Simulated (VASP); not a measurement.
# AlN in VASP: relaxation of the atoms with PBEsol

Aim: the relaxation of the atoms of AlN with PBEsol.

Everything below comes from runs of VASP 6.6.1. Logs are shortened: lines on timing, memory, paths and dates and some standing lists are left out, and cuts for length are marked.

## (1) Starting point

The cell holds a slab with vacuum, 24 atoms: a = 3.113 Å, b = 4.981 Å, c = 30.378 Å, α = 90.00°, β = 90.00°, γ = 90.00°.

## (2) Relaxation of the atoms, PBEsol

Contents of INCAR:

```
SYSTEM = AlN
PREC = Accurate ; ENCUT = 520
EDIFF = 1E-7 ; ISMEAR = 0
SIGMA = 0.05 ; LREAL = .FALSE.
LASPH = .TRUE. ; NELM = 60
ALGO = Normal ; ISIF = 2
LWAVE = .FALSE. ; LCHARG = .FALSE.
LDIPOL = .TRUE. ; IDIPOL = 3
DIPOL = 0.5 0.5 0.500 ; GGA = PS
IBRION = 2 ; NSW = 100
EDIFFG = -0.015 ; KPAR = 8
```

Contents of KPOINTS:

```
Automatic mesh
0
G
  8 6 1
  0 0 0
```

Contents of POSCAR:

```
AlN
1.0
    3.1130000000      0.0000000000      0.0000000000
    0.0000000000      4.9810000000      0.0000000000
    0.0000000000      0.0000000000     30.3783311040
Al N
12 12
Direct
    0.0000000001      0.0000000000      0.2633456055
    0.5000000000      0.5000000000      0.2929274049
    0.5000000001      0.0000000000      0.3520910035
    1.0000000000      0.5000000000      0.3816728028
    0.0000000001      0.0000000000      0.4408364014
    0.5000000000      0.5000000000      0.4704182007
    0.5000000001      0.0000000000      0.5295817993
    1.0000000000      0.5000000000      0.5591635986
    0.0000000001      0.0000000000      0.6183271972
    0.5000000000      0.5000000000      0.6479089965
    0.5000000001      0.0000000000      0.7070725951
    1.0000000000      0.5000000000      0.7366543945
    0.0000000001      0.3800000000      0.2633456055
    0.5000000000      0.8800000000      0.2929274049
    0.5000000001      0.3800000000      0.3520910035
    1.0000000000      0.8800000000      0.3816728028
    0.0000000001      0.3800000000      0.4408364014
    0.5000000000      0.8800000000      0.4704182007
    0.5000000001      0.3800000000      0.5295817993
    1.0000000000      0.8800000000      0.5591635986
    0.0000000001      0.3800000000      0.6183271972
    0.5000000000      0.8800000000      0.6479089965
    0.5000000001      0.3800000000      0.7070725951
    1.0000000000      0.8800000000      0.7366543945
```

Potentials or basis: VASP PAW PBE potentials, release 64 (Al, N).

Command:

```console
$ cat potpaw_PBE.64/Al/POTCAR potpaw_PBE.64/N/POTCAR > POTCAR
$ mpirun -np 8 vasp_std > vasp.out
```

OUTCAR:

```text
SYSTEM = AlN
   PREC = Accurate
   ENCUT = 520
   EDIFF = 1E-7
   ISMEAR = 0
   LREAL = .FALSE.
   LASPH = .TRUE.
   NELM = 60
   ISIF = 2
   GGA = PS
   IBRION = 2
   NSW = 100
   EDIFFG = -0.015

 ion  position               nearest neighbor table
   1  0.000  0.000  0.263-  13 1.89  14 1.89  14 1.89   2 3.07   2 3.07   2 3.07   2 3.07   3 3.11
                             3 3.11
   2  0.500  0.500  0.293-  14 1.89  15 1.89  13 1.89  13 1.89   3 3.07   3 3.07   1 3.07   1 3.07
                             1 3.07   1 3.07   4 3.11   4 3.11
   3  0.500  0.000  0.352-  15 1.89  14 1.89  16 1.89  16 1.89   2 3.07   2 3.07   4 3.07   4 3.07
                             4 3.07   4 3.07   5 3.11   5 3.11   1 3.11   1 3.11
   4  0.000  0.500  0.382-  16 1.89  17 1.89  15 1.89  15 1.89   5 3.07   5 3.07   3 3.07   3 3.07
                             3 3.07   3 3.07   2 3.11   2 3.11   6 3.11   6 3.11
   5  0.000  0.000  0.441-  17 1.89  16 1.89  18 1.89  18 1.89   4 3.07   4 3.07   6 3.07   6 3.07
                             6 3.07   6 3.07   7 3.11   7 3.11   3 3.11   3 3.11
   6  0.500  0.500  0.470-  18 1.89  19 1.89  17 1.89  17 1.89   7 3.07   7 3.07   5 3.07   5 3.07
                             5 3.07   5 3.07   8 3.11   8 3.11   4 3.11   4 3.11
   7  0.500  0.000  0.530-  19 1.89  18 1.89  20 1.89  20 1.89   6 3.07   6 3.07   8 3.07   8 3.07
                             8 3.07   8 3.07   5 3.11   5 3.11   9 3.11   9 3.11
   8  0.000  0.500  0.559-  20 1.89  21 1.89  19 1.89  19 1.89   9 3.07   9 3.07   7 3.07   7 3.07
                             7 3.07   7 3.07  10 3.11   6 3.11   6 3.11  10 3.11
   9  0.000  0.000  0.618-  21 1.89  20 1.89  22 1.89  22 1.89   8 3.07   8 3.07  10 3.07  10 3.07
                            10 3.07  10 3.07  11 3.11  11 3.11   7 3.11   7 3.11
  10  0.500  0.500  0.648-  22 1.89  23 1.89  21 1.89  21 1.89  11 3.07  11 3.07   9 3.07   9 3.07
                             9 3.07   9 3.07   8 3.11   8 3.11  12 3.11  12 3.11
  11  0.500  0.000  0.707-  23 1.89  22 1.89  24 1.89  24 1.89  10 3.07  10 3.07  12 3.07  12 3.07
                            12 3.07  12 3.07   9 3.11   9 3.11
  12  0.000  0.500  0.737-  24 1.89  23 1.89  23 1.89  11 3.07  11 3.07  11 3.07  11 3.07  10 3.11
                            10 3.11
  13  0.000  0.380  0.263-   1 1.89   2 1.89   2 1.89
  14  0.500  0.880  0.293-   2 1.89   3 1.89   1 1.89   1 1.89
  15  0.500  0.380  0.352-   3 1.89   2 1.89   4 1.89   4 1.89
  16  0.000  0.880  0.382-   4 1.89   5 1.89   3 1.89   3 1.89
  17  0.000  0.380  0.441-   5 1.89   4 1.89   6 1.89   6 1.89
  18  0.500  0.880  0.470-   6 1.89   7 1.89   5 1.89   5 1.89
  19  0.500  0.380  0.530-   7 1.89   6 1.89   8 1.89   8 1.89
  20  0.000  0.880  0.559-   8 1.89   9 1.89   7 1.89   7 1.89
  21  0.000  0.380  0.618-   9 1.89   8 1.89  10 1.89  10 1.89
  22  0.500  0.880  0.648-  10 1.89  11 1.89   9 1.89   9 1.89
  23  0.500  0.380  0.707-  11 1.89  10 1.89  12 1.89  12 1.89
  24  0.000  0.880  0.737-  12 1.89  11 1.89  11 1.89

  LATTYP: Found a simple orthorhombic cell.
 ALAT       =     3.1130000000
[... 223 lines left out ...]
  ext. energy  EPLUGINS =         0.00000000
  ---------------------------------------------------
  free energy    TOTEN  =      -182.38983994 eV

  energy without entropy =     -182.38983994  energy(sigma->0) =     -182.38983994

------------------------ aborting loop because EDIFF is reached ----------------------------------------

  FORCE on cell =-STRESS in cart. coord.  units (eV):
  Direction    XX          YY          ZZ          XY          YZ          ZX
  --------------------------------------------------------------------------------------
  -------------------------------------------------------------------------------------
  Total       -0.9828325     -7.3809321     -3.2052461      0.0000000      0.0000000      0.0000000
  in kB       -3.3429549    -25.1051151    -10.9021560      0.0000000      0.0000000      0.0000000
  external PRESSURE =     -13.1167420 kB  Pullay stress =       0.0000000 kB
[... 155 lines left out ...]
  FREE ENERGIE OF THE ION-ELECTRON SYSTEM (eV)
  ---------------------------------------------------
  free  energy   TOTEN  =      -183.1721721720 eV

  energy  without entropy=     -183.1721721720  energy(sigma->0) =     -183.17217217

[... ionic steps 4 to 30 ...]

--------------------------------------- Ionic step       31  -------------------------------------------

 number of electron      95.9999994 magnetization

------------------------ aborting loop because EDIFF is reached ----------------------------------------
[... 105 lines left out ...]
  FREE ENERGIE OF THE ION-ELECTRON SYSTEM (eV)
  ---------------------------------------------------
  free  energy   TOTEN  =      -183.3549998297 eV

  energy  without entropy=     -183.3549998297  energy(sigma->0) =     -183.35499983

 dipolmoment           0.000000      0.000000     -0.000000 electrons x Angstroem

--------------------------------------- Ionic step       33  -------------------------------------------

 number of electron      95.9999994 magnetization

 dipolmoment           0.000000      0.000000      0.000000 electrons x Angstroem

 Free energy of the ion-electron system (eV)
  ---------------------------------------------------
  ext. energy  EPLUGINS =         0.00000000
  ---------------------------------------------------
  free energy    TOTEN  =      -183.35503459 eV

  energy without entropy =     -183.35503459  energy(sigma->0) =     -183.35503459

 E-fermi :   0.9658     XC(G=0):  -6.3721

 val. band max:        0.7156887033   @ k =   0.3750   0.5000   0.0000
 cond. band min:       3.4923909307   @ k =   0.0000   0.0000   0.0000
 fundamental gap:      2.7767022274
 Fermi energy:         0.9657781786

 k-point     1 :       0.0000    0.0000    0.0000
  band No.  band energies     occupation
      1     -14.7354      2.00000
      2     -14.5494      2.00000
      3     -14.2240      2.00000
      4     -13.7867      2.00000
      5     -13.2873      2.00000
      6     -12.8824      2.00000
[... 1249 lines left out ...]
     59       6.9445      0.00000
     60       6.9445      0.00000
 [bands above 60 left out]

------------------------ aborting loop because EDIFF is reached ----------------------------------------

 vacuum level on the upper side and lower side of the slab       (xc-potential included)        -0.008        -0.008

  FORCE on cell =-STRESS in cart. coord.  units (eV):
  Direction    XX          YY          ZZ          XY          YZ          ZX
  --------------------------------------------------------------------------------------
  -------------------------------------------------------------------------------------
  Total        5.2693716      2.1777344     -0.2458220      0.0000000      0.0000000      0.0000000
  in kB       17.9229642      7.4072315     -0.8361259      0.0000000      0.0000000      0.0000000
  external PRESSURE =       8.1646899 kB  Pullay stress =       0.0000000 kB
[... 39 lines left out ...]
  FREE ENERGIE OF THE ION-ELECTRON SYSTEM (eV)
  ---------------------------------------------------
  free  energy   TOTEN  =      -183.3550345915 eV

  energy  without entropy=     -183.3550345915  energy(sigma->0) =     -183.35503459

 reached required accuracy - stopping structural energy minimisation

 vacuum level on the upper side and lower side of the slab         6.431         6.431
```

OSZICAR:

```text
N       E                     dE             d eps       ncg     rms          rms(c)
DAV:   1     0.647620170817E+03    0.64762E+03   -0.41214E+04  2464   0.132E+03
DAV:   2    -0.105297643641E+03   -0.75292E+03   -0.72167E+03  3315   0.291E+02
DAV:   3    -0.208671187541E+03   -0.10337E+03   -0.10244E+03  2912   0.112E+02
DAV:   4    -0.212664199437E+03   -0.39930E+01   -0.39782E+01  2944   0.267E+01
[... 405 lines left out ...]
DAV:   2    -0.183355038451E+03   -0.11157E-04   -0.17986E-04  2838   0.456E-02    0.107E-02
DAV:   3    -0.183355035856E+03    0.25944E-05   -0.49601E-06  2930   0.106E-02    0.682E-03
DAV:   4    -0.183355034517E+03    0.13389E-05   -0.50521E-06  2858   0.977E-03    0.237E-03
DAV:   5    -0.183355034591E+03   -0.73556E-07   -0.12712E-06  2839   0.448E-03    0.142E-03
DAV:   6    -0.183355034591E+03   -0.63847E-09   -0.11409E-07  1848   0.161E-03
  33 F= -.18335503E+03 E0= -.18335503E+03  d E =-.347618E-04
```

Run time: 47 min. Hardware: 8 MPI ranks of Intel Xeon 6975P-C (Granite Rapids), shared host; peak memory 0.8 GiB.

What came out:

```yaml
Free_energy: -183.3550 eV
Energy_gained_by_relaxing: 40.2 meV/atom
Ionic_steps: 33
Largest_force_after_relaxing: 0.007 eV/Å
Band_gap_on_the_k_mesh: 2.78 eV, indirect (least direct gap 2.90 eV)
```

Forces in eV/Å, atoms in the order of the input:
```
Al   0.000 -0.005 -0.001
Al   0.000  0.003  0.003
Al   0.000  0.001  0.002
Al   0.000  0.001 -0.005
Al   0.000  0.003  0.002
Al   0.000 -0.002  0.001
Al   0.000 -0.002 -0.001
Al   0.000  0.003 -0.002
Al   0.000  0.001  0.005
Al   0.000  0.001 -0.002
Al   0.000  0.003 -0.003
Al   0.000 -0.005  0.001
N    0.000 -0.003  0.006
N    0.000  0.002  0.000
N    0.000  0.000 -0.004
N    0.000  0.001  0.005
N    0.000  0.001 -0.001
N    0.000 -0.002 -0.001
N    0.000 -0.002  0.001
N    0.000  0.001  0.001
N    0.000  0.001 -0.005
N    0.000  0.000  0.004
N    0.000  0.002  0.000
N    0.000 -0.003 -0.006
```

Step by step:
| step | energy change (eV) | largest force (eV/Å) | pressure (GPa) |
| --- | --- | --- | --- |
| 1 | 0.0000 | 2.5956 | -1.31 |
| 2 | -0.7702 | 1.1448 | -0.21 |
| 3 | -0.7823 | 1.1165 | -0.01 |
| 4 | -0.9045 | 0.5547 | 0.21 |
| 5 | -0.9045 | 0.5597 | 0.21 |
| 6 | -0.9369 | 0.3297 | 0.40 |
| 7 | -0.9373 | 0.3237 | 0.38 |
| 8 | -0.9518 | 0.1611 | 0.44 |
| 9 | -0.9528 | 0.1633 | 0.46 |
| 10 | -0.9574 | 0.1271 | 0.49 |
| 11 | -0.9575 | 0.0983 | 0.48 |
| 12 | -0.9598 | 0.0564 | 0.51 |
| 13 | -0.9599 | 0.0631 | 0.52 |
| 14 | -0.9613 | 0.0511 | 0.53 |
| 15 | -0.9614 | 0.0724 | 0.54 |
| 16 | -0.9625 | 0.0409 | 0.56 |
| 17 | -0.9629 | 0.0393 | 0.59 |
| 18 | -0.9632 | 0.0238 | 0.60 |
| 19 | -0.9634 | 0.0409 | 0.62 |
| 20 | -0.9637 | 0.0328 | 0.63 |
| 21 | -0.9640 | 0.0448 | 0.67 |
| 22 | -0.9641 | 0.0575 | 0.68 |
| 23 | -0.9643 | 0.0477 | 0.69 |
| 24 | -0.9647 | 0.0266 | 0.74 |
| 25 | -0.9646 | 0.0461 | 0.82 |
| 26 | -0.9648 | 0.0279 | 0.77 |
| 27 | -0.9650 | 0.0196 | 0.78 |
| 28 | -0.9651 | 0.0187 | 0.79 |
| 29 | -0.9651 | 0.0236 | 0.79 |
| 30 | -0.9651 | 0.0161 | 0.80 |
| 31 | -0.9652 | 0.0174 | 0.81 |
| 32 | -0.9652 | 0.0182 | 0.81 |
| 33 | -0.9652 | 0.0066 | 0.82 |

Final structure:
```cif
data_structure
_symmetry_space_group_name_H-M 'P 1'
_symmetry_Int_Tables_number 1
_cell_length_a 3.1130
_cell_length_b 4.9810
_cell_length_c 30.3783
_cell_angle_alpha 90.000
_cell_angle_beta 90.000
_cell_angle_gamma 90.000
_cell_volume 471.04
loop_
_atom_site_label
_atom_site_type_symbol
_atom_site_fract_x
_atom_site_fract_y
_atom_site_fract_z
_atom_site_occupancy
Al1 Al 0.00000 0.02418 0.27177 1
Al2 Al 0.50000 0.49209 0.29020 1
Al3 Al 0.50000 0.00067 0.35330 1
Al4 Al 0.00000 0.49595 0.38116 1
Al5 Al 0.00000 0.99851 0.44104 1
Al6 Al 0.50000 0.49786 0.47027 1
Al7 Al 0.50000 0.99786 0.52973 1
Al8 Al 0.00000 0.49851 0.55896 1
Al9 Al 0.00000 0.99595 0.61884 1
Al10 Al 0.50000 0.50067 0.64670 1
Al11 Al 0.50000 0.99209 0.70980 1
Al12 Al 0.00000 0.52418 0.72823 1
N1 N 0.00000 0.37669 0.26454 1
N2 N 0.50000 0.87410 0.29273 1
N3 N 0.50000 0.38039 0.35206 1
N4 N 0.00000 0.87928 0.38167 1
N5 N 0.00000 0.38018 0.44079 1
N6 N 0.50000 0.88009 0.47043 1
N7 N 0.50000 0.38009 0.52957 1
N8 N 0.00000 0.88018 0.55921 1
N9 N 0.00000 0.37928 0.61833 1
N10 N 0.50000 0.88039 0.64794 1
N11 N 0.50000 0.37410 0.70727 1
N12 N 0.00000 0.87669 0.73547 1
```

Levels at points of the mesh, in eV from the valence-band top:
| k point | band 46 | band 47 | band 48 | band 49 | band 50 | band 51 |
| --- | --- | --- | --- | --- | --- | --- |
| (0.00, 0.00, 0.00) | -0.30 | -0.14 | -0.12 | 2.78 | 2.87 | 4.40 |
| (0.50, 0.00, 0.00) | -1.05 | -0.18 | -0.18 | 4.09 | 4.10 | 5.25 |
| (0.00, 0.50, 0.00) | -0.48 | -0.18 | -0.18 | 3.41 | 3.41 | 4.92 |
| (0.50, 0.50, 0.00) | -1.13 | 0.00 | 0.00 | 3.92 | 3.92 | 5.02 |

Caveat: the PAW data sets were made with another functional, which shifts forces and pressure a little.
